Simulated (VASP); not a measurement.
# MnO (Fm-3m) in VASP: further runs

The runs below take MnO through equation of state, with PBE.

Program: VASP 6.6.1. These are calculated values, not measurements. Logs are shortened: lines on timing, memory, paths and dates and some standing lists are left out, and cuts for length are marked.

**1. Starting point**

It takes space group Fm-3m (No. 225, cubic). The conventional cell has a = 4.448 Å, b = 4.448 Å, c = 4.448 Å, α = 90.00°, β = 90.00°, γ = 90.00°. Mn (site symmetry m-3m) is surrounded by 6 O at 2.22 Å. O (site symmetry m-3m) has 6 Mn at 2.22 Å as nearest neighbours.

The cell is a database's computed one.

**2. Equation of state, PBE, collinear spin, ferromagnetic start, 10.56 Å³/atom (a relaxed cell with its volume scaled by 0.96)**

INCAR reads:

```
PREC = Accurate
ENCUT = 520
EDIFF = 1E-6
ISMEAR = -1
SIGMA = 0.05
LREAL = False
LASPH = True
NELM = 120
ALGO = Normal
ISIF = 2
LWAVE = False
LCHARG = False
ISPIN = 2
MAGMOM = 4 0
LORBIT = 11
LMAXMIX = 4
GGA = PE
```

KPOINTS reads:

```
regular mesh
0
Gamma
  8 8 8
```

POSCAR reads:

```
MnO                                     
1.0
    0.0000000000      2.1938512115      2.1938512115
    2.1938512115      0.0000000000      2.1938512115
    2.1938512115      2.1938512115      0.0000000000
  Mn              O             
     1     1
Direct
     0.0000000000000000    0.0000000000000000    0.0000000000000000
     0.5000000000000000    0.5000000000000000    0.5000000000000000
```

Potentials or basis: VASP PAW PBE potentials, release 64 (Mn_pv, O).

Started as:

```
$ cat potpaw_PBE.64/Mn_pv/POTCAR potpaw_PBE.64/O/POTCAR > POTCAR
$ mpirun -np 1 vasp_std > vasp.out
```

OUTCAR:

```text
PREC = Accurate
   ENCUT = 520
   EDIFF = 1E-6
   ISMEAR = -1
   LREAL = False
   LASPH = True
   NELM = 120
   ISIF = 2
   ISPIN = 2
   LORBIT = 11
   GGA = PE

 ion  position               nearest neighbor table
   1  0.000  0.000  0.000-   2 2.19   2 2.19   2 2.19   2 2.19   2 2.19   2 2.19
   2  0.500  0.500  0.500-   1 2.19   1 2.19   1 2.19   1 2.19   1 2.19   1 2.19

  LATTYP: Found a face centered cubic cell.
 ALAT       =     4.3877024230

  Lattice vectors:

 A1 = (   0.0000000000,   2.1938512115,   2.1938512115)
 A2 = (   2.1938512115,   0.0000000000,   2.1938512115)
 A3 = (   2.1938512115,   2.1938512115,   0.0000000000)

Analysis of symmetry for initial positions (statically):
=====================================================================
 Subroutine PRICEL returns:
 Original cell was already a primitive cell.

 Routine SETGRP: Setting up the symmetry group for a
 face centered cubic supercell.

 Subroutine GETGRP returns: Found 48 space group operations
 (whereof 48 operations were pure point group operations)
 out of a pool of 48 trial point group operations.

The static configuration has the point symmetry O_h .

Analysis of symmetry for dynamics (positions and initial velocities):
=====================================================================
 Subroutine PRICEL returns:
 Original cell was already a primitive cell.

 Routine SETGRP: Setting up the symmetry group for a
 face centered cubic supercell.

 Subroutine GETGRP returns: Found 48 space group operations
 (whereof 48 operations were pure point group operations)
 out of a pool of 48 trial point group operations.

The dynamic configuration has the point symmetry O_h .

Analysis of structural, dynamic, and magnetic symmetry:
=====================================================================
 Subroutine PRICEL returns:
 Original cell was already a primitive cell.

 Routine SETGRP: Setting up the symmetry group for a
 face centered cubic supercell.

 Subroutine GETGRP returns: Found 48 space group operations
 (whereof 48 operations were pure point group operations)
 out of a pool of 48 trial point group operations.

The overall configuration has the point symmetry O_h .

 Subroutine INISYM returns: Found 48 space group operations
 (whereof 48 operations are pure point group operations),
 and found     1 'primitive' translations

----------------------------------------------------------------------------------------

                                     Primitive cell

  volume of cell :      21.1179

  direct lattice vectors                    reciprocal lattice vectors
     0.000000000  2.193851212  2.193851212    -0.227909713  0.227909713  0.227909713
     2.193851212  0.000000000  2.193851212     0.227909713 -0.227909713  0.227909713
     2.193851212  2.193851212  0.000000000     0.227909713  0.227909713 -0.227909713

  length of vectors
     3.102574137  3.102574137  3.102574137     0.394751202  0.394751202  0.394751202

  position of ions in fractional coordinates (direct lattice)
     0.000000000  0.000000000  0.000000000
     0.500000000  0.500000000  0.500000000

  ion indices of the primitive-cell ions
   primitive index   ion index
                 1           1
                 2           2

----------------------------------------------------------------------------------------

 KPOINTS: regular mesh

Automatic generation of k-mesh.
 Grid dimensions read from file:
 generate k-points for:    8    8    8

 Generating k-lattice:

  Cartesian coordinates                     Fractional coordinates (reciprocal lattice)
    -0.028488714  0.028488714  0.028488714     0.125000000  0.000000000  0.000000000
     0.028488714 -0.028488714  0.028488714     0.000000000  0.125000000  0.000000000
     0.028488714  0.028488714 -0.028488714     0.000000000  0.000000000  0.125000000

  Length of vectors
     0.049343900  0.049343900  0.049343900

  Shift w.r.t. Gamma in fractional coordinates (k-lattice)
     0.000000000  0.000000000  0.000000000

 Subroutine IBZKPT returns following result:
 ===========================================

 Found     29 irreducible k-points:

 Following reciprocal coordinates:
            Coordinates               Weight
  0.000000  0.000000  0.000000      1.000000
  0.125000  0.000000  0.000000      8.000000
  0.250000  0.000000  0.000000      8.000000
  0.375000  0.000000  0.000000      8.000000
  0.500000  0.000000  0.000000      4.000000
  0.125000  0.125000  0.000000      6.000000
[... 16 lines left out ...]
  0.500000  0.250000  0.125000     48.000000
 -0.375000  0.250000  0.125000     24.000000
 [... further k-points ...]
   k-points           NKPTS =     29   k-points in BZ     NKDIM =     29   number of bands    NBANDS=     15
   number of dos      NEDOS =    301   number of ions     NIONS =      2
   total plane-waves  NPLWV =  13824
   dimension x,y,z NGX =    24 NGY =   24 NGZ =   24
   dimension x,y,z NGXF=    48 NGYF=   48 NGZF=   48
   ions per type =               1   1
   NGX,Y,Z   is equivalent  to a cutoff of  12.86, 12.86, 12.86 a.u.
   NGXF,Y,Z  is equivalent  to a cutoff of  25.72, 25.72, 25.72 a.u.
 SYSTEM =  unknown system
   PREC   = accura    normal or accurate (medium, high low for compatibility)
   ISTART =      0    job   : 0-new  1-cont  2-samecut
   ICHARG =      2    charge: 1-file 2-atom 10-const
   ISPIN  =      2    spin polarized calculation?
   LNONCOLLINEAR =      F non collinear calculations
   LSORBIT =      F    spin-orbit coupling
   LASPH  =      T    aspherical Exc in radial PAW
   ENCUT  =  520.0 eV  38.22 Ry    6.18 a.u.   5.77  5.77  5.77*2*pi/ulx,y,z
   NELM   =    120;   NELMIN=  2; NELMDL= -5     # of ELM steps
   EDIFF  = 0.1E-05   stopping-criterion for ELM
   LREAL  =      F    real-space projection
   EDIFFG = 0.1E-04   stopping-criterion for IOM
   NSW    =      0    number of steps for IOM
   IBRION =     -1    ionic relax: 0-MD 1-quasi-New 2-CG
   NFREE  =      0    steps in history (QN), initial steepest desc. (CG)
   ISIF   =      2    stress and relaxation
   ISYM   =      2    0-nonsym 1-usesym 2-fastsym
   POTIM  = 0.5000    time-step for ionic-motion
   TEBEG  =    0.0;   TEEND  =   0.0 temperature during run
   PSTRESS=    0.0 pullay stress
   NELECT =      19.0000    total number of electrons
   NUPDOWN=      -1.0000    fix difference up-down
   EMIN   =  10.00;   EMAX   =-10.00  energy-range for DOS
   EFERMI =   0.00;   METHOD = LEGACY
   ISMEAR =    -1;   SIGMA  =   0.05  broadening in eV -4-tet -1-fermi 0-gaus
   EFERMI_NEDOS =   21; number of points for ismear=-14 and -15
   IALGO  =     38    algorithm
   IMIX   =      4    mixing-type and parameters
     AMIX     =   0.40;   BMIX     =  1.00
     AMIX_MAG =   1.60;   BMIX_MAG =  1.00
  volume/ion in A,a.u.               =      10.56        71.26
  Fermi-wavevector in a.u.,A,eV,Ry     =   1.580431  2.986581 33.984116  2.497762
  Thomas-Fermi vector in A             =   2.680660
   LORBIT       =     11    0 simple, 1 ext, 2 COOP (PROOUT), +10 PAW based schemes
   GGA     = PE    functional components
   LHFCALC =     F    Hartree Fock is set to
   AEXX    =    0.0000 exact exchange contribution
   IVDW    =     0    specifies the selected vdW correction
   LEPSILON=     F    determine dielectric tensor
   LRPA    =     F    only Hartree local field effects (RPA)
 spin polarized calculation
  energy-cutoff  :      520.00
  volume of cell :       21.12
 maximum number of plane-waves:       588
   NGX = 11   NGY = 11   NGZ = 11

 number of electron      19.0000002 magnetization       4.6482805

 Free energy of the ion-electron system (eV)
  ---------------------------------------------------
  ext. energy  EPLUGINS =         0.00000000
  ---------------------------------------------------
  free energy    TOTEN  =       -16.39387514 eV

  energy without entropy =      -16.38389870  energy(sigma->0) =      -16.38888692

 E-fermi :   8.0044     XC(G=0): -12.0948

 val. band max:        7.9994516488   @ k =  -0.2500   0.1250   0.0000
 cond. band min:       8.0090383246   @ k =   0.5000   0.1250   0.0000
 fundamental gap:      0.0095866758
 Fermi energy:         8.0043659542

 spin component 1

 k-point     1 :       0.0000    0.0000    0.0000
  band No.  band energies     occupation
      1     -42.3091      1.00000
      2     -42.3091      1.00000
      3     -42.3091      1.00000
      4     -12.5920      1.00000
      5       4.0867      1.00000
      6       4.0867      1.00000
      7       4.0867      1.00000
      8       4.7852      1.00000
      9       4.7852      1.00000
     10       4.7852      1.00000
     11       5.3455      1.00000
     12       5.3455      1.00000
     13       7.6946      0.99796
     14      22.1315      0.00000
     15      24.7051      0.00000
[... 397 lines left out ...]
 k-point    24 :      -0.3750    0.2500    0.1250
  band No.  band energies     occupation
      1     -42.3738      1.00000
      2     -42.3379      1.00000
      3     -42.3252      1.00000
      4     -11.4979      1.00000
      5       0.1229      1.00000
      6       1.5132      1.00000
      7       1.8345      1.00000
      8       5.5272      1.00000
      9       5.6963      1.00000
     10       6.0976      1.00000
     11       7.1304      1.00000
     12       7.8462      0.95941
     13      13.8312      0.00000
     14      15.7626      0.00000
     15      17.8543      0.00000

 [... further k-points ...]

 spin component 2

 k-point     1 :       0.0000    0.0000    0.0000
  band No.  band energies     occupation
      1     -37.7436      1.00000
      2     -37.7436      1.00000
      3     -37.7436      1.00000
      4     -12.1629      1.00000
      5       4.4594      1.00000
      6       4.4594      1.00000
      7       4.4594      1.00000
      8       8.6419      0.00000
      9       8.6419      0.00000
     10       8.6419      0.00000
     11       8.9601      0.00000
     12       9.3157      0.00000
     13       9.3157      0.00000
     14      22.7350      0.00000
     15      26.1117      0.00000
[... 397 lines left out ...]
 k-point    24 :      -0.3750    0.2500    0.1250
  band No.  band energies     occupation
      1     -37.8253      1.00000
      2     -37.7789      1.00000
      3     -37.7631      1.00000
      4     -11.0983      1.00000
      5       0.9466      1.00000
      6       2.4456      1.00000
      7       2.9057      1.00000
      8       9.4142      0.00000
      9       9.5597      0.00000
     10      10.1636      0.00000
     11      10.7616      0.00000
     12      11.3830      0.00000
     13      15.1279      0.00000
     14      17.3641      0.00000
     15      19.3386      0.00000

 [... further k-points ...]

------------------------ aborting loop because EDIFF is reached ----------------------------------------

  FORCE on cell =-STRESS in cart. coord.  units (eV):
  Direction    XX          YY          ZZ          XY          YZ          ZX
  --------------------------------------------------------------------------------------
  -------------------------------------------------------------------------------------
  Total        0.5726220      0.5726220      0.5726220      0.0000000      0.0000000      0.0000000
  in kB       43.4437313     43.4437313     43.4437313      0.0000000      0.0000000      0.0000000
  external PRESSURE =      43.4437313 kB  Pullay stress =       0.0000000 kB

 VOLUME and BASIS-vectors are now :
 -----------------------------------------------------------------------------
  energy-cutoff  :      520.00
  volume of cell :       21.12
      direct lattice vectors                 reciprocal lattice vectors
     0.000000000  2.193851212  2.193851212    -0.227909713  0.227909713  0.227909713
     2.193851212  0.000000000  2.193851212     0.227909713 -0.227909713  0.227909713
     2.193851212  2.193851212  0.000000000     0.227909713  0.227909713 -0.227909713

 POSITION                                       TOTAL-FORCE (eV/Angst)
 -----------------------------------------------------------------------------------
      0.00000      0.00000      0.00000         0.000000     -0.000000     -0.000000
      2.19385      2.19385      2.19385        -0.000000      0.000000      0.000000
 -----------------------------------------------------------------------------------
    total drift:                                0.000000     -0.000000     -0.000000

  FREE ENERGIE OF THE ION-ELECTRON SYSTEM (eV)
  ---------------------------------------------------
  free  energy   TOTEN  =       -16.3938751422 eV

  energy  without entropy=      -16.3838986953  energy(sigma->0) =      -16.38888692

 total charge

# of ion       s       p       d       tot
------------------------------------------
    1        0.209   6.189   5.000  11.398
    2        1.562   3.427   0.000   4.989
--------------------------------------------------
tot          1.771   9.616   5.000  16.387

 magnetization (x)

# of ion       s       p       d       tot
------------------------------------------
    1        0.034   0.026   4.179   4.239
    2        0.031   0.161   0.000   0.192
--------------------------------------------------
tot          0.065   0.187   4.179   4.431
```

Run time: 23 s. Hardware: 1 thread of AMD EPYC 7R13 (Zen 3), shared host; peak memory 0.12 GiB.

Results:

```
Free energy                                           : -16.3939 eV
Pressure                                              : 4.3 GPa
Band gap on the k mesh                                : none (metal or under the smearing width)
Net moment                                            : 4.65 μB per cell
Site moments                                          : Mn +4.24; O +0.19 μB
Valence electrons inside the program's atomic spheres : Mn 11.40; O 4.99
```

Caveat: a cell with one magnetic atom can't hold antiferromagnetic order, which such compounds often take; semilocal functionals often make such compounds metallic where correlation or magnetic order opens a gap, which also shifts bond lengths.

**3. Equation of state, PBE, collinear spin, ferromagnetic start, 10.78 Å³/atom (a relaxed cell with its volume scaled by 0.98)**

INCAR is that of step 2.

KPOINTS is that of step 2.

POSCAR reads:

```
MnO                                     
1.0
    0.0000000000      2.2089816980      2.2089816980
    2.2089816980      0.0000000000      2.2089816980
    2.2089816980      2.2089816980      0.0000000000
  Mn              O             
     1     1
Direct
     0.0000000000000000    0.0000000000000000    0.0000000000000000
     0.5000000000000000    0.5000000000000000    0.5000000000000000
```

Potentials or basis: VASP PAW PBE potentials, release 64 (Mn_pv, O).

Started as:

```
$ cat potpaw_PBE.64/Mn_pv/POTCAR potpaw_PBE.64/O/POTCAR > POTCAR
$ mpirun -np 1 vasp_std > vasp.out
```

Run time: 21 s. Hardware: 1 thread of AMD EPYC 7R13 (Zen 3), shared host; peak memory 0.12 GiB.

The run converged. Its results:

| Property | Result |
| --- | --- |
| Free energy | -16.4032 eV |
| Pressure | 2.1 GPa |
| Band gap on the k mesh | none (metal or under the smearing width) |
| Net moment | 4.72 μB per cell |
| Site moments | Mn +4.29; O +0.20 μB |
| Valence electrons inside the program's atomic spheres | Mn 11.38; O 4.98 |

Caveat: a cell with one magnetic atom can't hold antiferromagnetic order, which such compounds often take; semilocal functionals often make such compounds metallic where correlation or magnetic order opens a gap, which also shifts bond lengths.

**4. Equation of state, PBE, collinear spin, ferromagnetic start, 11.00 Å³/atom**

INCAR is that of step 3.

KPOINTS is that of step 3.

POSCAR reads:

```
MnO                                     
1.0
    0.0000000000      2.2239077028      2.2239077028
    2.2239077028      0.0000000000      2.2239077028
    2.2239077028      2.2239077028      0.0000000000
  Mn              O             
     1     1
Direct
     0.0000000000000000    0.0000000000000000    0.0000000000000000
     0.5000000000000000    0.5000000000000000    0.5000000000000000
```

Started as:

```
$ cat potpaw_PBE.64/Mn_pv/POTCAR potpaw_PBE.64/O/POTCAR > POTCAR
$ mpirun -np 1 vasp_std > vasp.out
```

It took 21 s on 1 thread of AMD EPYC 7R13 (Zen 3), shared host; peak memory 0.12 GiB.

Results (log left out):

```yaml
Free_energy: -16.4068 eV
Pressure: 0.1 GPa
Band_gap_on_the_k_mesh: none (metal or under the smearing width)
Net_moment: 4.79 μB per cell
Site_moments: Mn +4.34; O +0.20 μB
Valence_electrons_inside_the_program's_atomic_spheres: Mn 11.35; O 4.98
```

Caveat: a cell with one magnetic atom can't hold antiferromagnetic order, which such compounds often take; semilocal functionals often make such compounds metallic where correlation or magnetic order opens a gap, which also shifts bond lengths.

**5. Equation of state, PBE, collinear spin, ferromagnetic start, 11.22 Å³/atom (a relaxed cell with its volume scaled by 1.02)**

INCAR is that of step 4.

KPOINTS is that of step 4.

POSCAR reads:

```
MnO                                     
1.0
    0.0000000000      2.2386359976      2.2386359976
    2.2386359976      0.0000000000      2.2386359976
    2.2386359976      2.2386359976      0.0000000000
  Mn              O             
     1     1
Direct
     0.0000000000000000    0.0000000000000000    0.0000000000000000
     0.5000000000000000    0.5000000000000000    0.5000000000000000
```

Started as:

```
$ cat potpaw_PBE.64/Mn_pv/POTCAR potpaw_PBE.64/O/POTCAR > POTCAR
$ mpirun -np 1 vasp_std > vasp.out
```

It took 20 s on 1 thread of AMD EPYC 7R13 (Zen 3), shared host; peak memory 0.12 GiB.

Results (log left out):

| Item | Value |
| --- | --- |
| Free energy | -16.4048 eV |
| Pressure | -2.1 GPa |
| Band gap on the k mesh | none (metal or under the smearing width) |
| Net moment | 4.83 μB per cell |
| Site moments | Mn +4.38; O +0.21 μB |
| Valence electrons inside the program's atomic spheres | Mn 11.33; O 4.97 |

Caveat: a cell with one magnetic atom can't hold antiferromagnetic order, which such compounds often take; semilocal functionals often make such compounds metallic where correlation or magnetic order opens a gap, which also shifts bond lengths.

**6. Equation of state, PBE, collinear spin, ferromagnetic start, 11.44 Å³/atom (a relaxed cell with its volume scaled by 1.04)**

INCAR is that of step 5.

KPOINTS is that of step 5.

POSCAR reads:

```
MnO                                     
1.0
    0.0000000000      2.2531730023      2.2531730023
    2.2531730023      0.0000000000      2.2531730023
    2.2531730023      2.2531730023      0.0000000000
  Mn              O             
     1     1
Direct
     0.0000000000000000    0.0000000000000000    0.0000000000000000
     0.5000000000000000    0.5000000000000000    0.5000000000000000
```

Potentials or basis: VASP PAW PBE potentials, release 64 (Mn_pv, O).

Started as:

```
$ cat potpaw_PBE.64/Mn_pv/POTCAR potpaw_PBE.64/O/POTCAR > POTCAR
$ mpirun -np 1 vasp_std > vasp.out
```

Wall time 19 s (1 thread of AMD EPYC 7R13 (Zen 3), shared host); peak memory 0.12 GiB.

Results (log left out):

* Free energy: -16.3967 eV
* Pressure: -4.3 GPa
* Band gap on the k mesh: none (metal or under the smearing width)
* Net moment: 4.86 μB per cell
* Site moments: Mn +4.40; O +0.20 μB
* Valence electrons inside the program's atomic spheres: Mn 11.31; O 4.96

Caveat: a cell with one magnetic atom can't hold antiferromagnetic order, which such compounds often take; semilocal functionals often make such compounds metallic where correlation or magnetic order opens a gap, which also shifts bond lengths.

**7. Equation of state, PBE, collinear spin, ferromagnetic start**

Potentials or basis: VASP PAW PBE potentials, release 64 (Mn_pv, O).

No new run: the results of the series are fitted here.

Results:

```
Equilibrium volume : 11.03 Å³/atom (rough: see the caveat)
Bulk modulus       : 107 GPa (rough)
```

Energy against volume, from the lowest point:
| volume (Å³/atom) | energy (meV/atom) |
| --- | --- |
| 10.559 | 6.48 |
| 10.779 | 1.83 |
| 10.999 | 0.00 |
| 11.219 | 1.00 |
| 11.439 | 5.07 |

Caveat: the fit is doubtful: noisy points or a state that changes with volume.
